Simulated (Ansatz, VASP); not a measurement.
# Ga in VASP and in Ansatz

```
Ga
1.0
    -1.35243    1.35243    1.35243
     1.35243   -1.35243    1.35243
     1.35243    1.35243   -1.35243
Ga
1
Direct
  0.00000 0.00000 0.00000
```

Change from the starting cell: volume scaled by 0.55, PAW files.

Alike in both runs: task single point; functional PBEsol; k mesh 16 × 16 × 16; occupations fermi-dirac, width 0.05 eV; no spin polarisation.

```csv
,VASP,Ansatz
version,VASP 6.6.1,Ansatz 0.2.0
potentials or method,"VASP PAW PBE potentials, release 64 (Ga_d)","PAW with Ansatz's default frozen-core files, scalar-relativistic"
plane-wave cutoff (eV),520,420
valence electrons in the cell,13,13
```

```csv
,VASP,Ansatz,Ansatz less VASP
pressure (GPa),148.1,147.1,-0.98
```

With one functional, cell and mesh, what is left measures potentials, basis and numerics.

Caveats: the cell as given lies far from equilibrium; so large a pressure means that the cell lies far from this level's equilibrium, or that cutoff or potentials fall short (VASP); the potentials were made for another functional, which shifts forces and pressure (VASP).
